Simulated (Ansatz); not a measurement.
**NiO: equation of state**

The task here is to estimate one member of a computed series from the others.

Method: DFT PBE, scalar-relativistic, in Ansatz 0.2.0.

1 further run of the same task is left out (set aside as unsound or not needed).

### The system as given

It takes space group F-43m (No. 216, cubic). Conventional cell: a = 4.481 Å, b = 4.481 Å, c = 4.481 Å, α = 90.00°, β = 90.00°, γ = 90.00°. Ni (site symmetry -43m) is surrounded by 4 O at 1.94 Å. Around O (site symmetry -43m) lie 4 Ni at 1.94 Å.

Coordinates:

```
CELL_PARAMETERS angstrom
0.00000 2.24071 2.24071
2.24071 0.00000 2.24071
2.24071 2.24071 0.00000
ATOMIC_POSITIONS crystal
Ni 0.00000 0.00000 0.00000
O 0.25000 0.25000 0.25000
```

The cell was relaxed by PAW from a hypothetical start (zincblende type); it needn't be the stable phase of this composition.

Atoms are numbered in the order of the input: Ni1, O2.

The first run:

Contents of input.yaml:

```yaml
crystal:
  lattice:
    - [0.0, 2.2027240222, 2.2027240222]
    - [2.2027240222, 0.0, 2.2027240222]
    - [2.2027240222, 2.2027240222, 0.0]
  atoms:
    - { symbol: Ni, position: [0.0, 0.0, 0.0], spin: 1.5 }
    - { symbol: O, position: [0.25, 0.25, 0.25] }
magnetization:
  spin_polarized: true
kpoints:
  mp_grid: { grid: [14, 14, 14] }
scf:
  occupations: { method: fermi_dirac, width: 0.03 }
hamiltonian:
  xc: pbe
  pseudopotentials: { kind: all_electron, lapw: { basis_error: 0.00025 } }
output:
  forces: true
  stress: true
  eigenvalues: true
```

Among the steps run: Volume × 0.95, LAPW; Volume × 0.95, PAW; Volume × 0.95, crystal datasets; Volume × 0.975, LAPW; Volume × 0.975, PAW; Volume × 1.025, LAPW; Volume × 1.025, PAW; Volume × 1.05, LAPW; Volume × 1.05, PAW; Volume × 1.05, crystal datasets.

One of the session's tables, all rows but one given; the rest of the session is left out.

It belongs to the step «The equation of state». 

| method | volume (Å³/atom) | moment Ni1 (μB) | moment O2 (μB) |
| --- | --- | --- | --- |
| LAPW | 10.688 | 1.47 | 0.35 |
| LAPW | 10.969 | 1.51 | 0.36 |
| LAPW | 11.250 | 1.54 | 0.37 |
| LAPW | 11.531 | 1.56 | 0.38 |
| LAPW | 11.813 | ? | ? |
| PAW | 10.688 | 1.39 | 0.35 |
| PAW | 10.969 | 1.43 | 0.36 |
| PAW | 11.250 | 1.47 | 0.37 |
| PAW | 11.531 | 1.49 | 0.38 |
| PAW | 11.813 | 1.51 | 0.39 |
| crystal datasets | 10.688 | 1.41 | 0.35 |
| crystal datasets | 11.250 | 1.48 | 0.37 |
| crystal datasets | 11.813 | 1.51 | 0.39 |

Q: Estimate the row for LAPW, 11.813 from the others.

The run gave: moment Ni1 (μB): 1.57; moment O2 (μB): 0.39. In the column «moment Ni1 (μB)» it is the highest.

Limits of these values: Other magnetic orders may lie lower; this is the state that the run reached. Warnings in the runs' records: crystal datasets made.
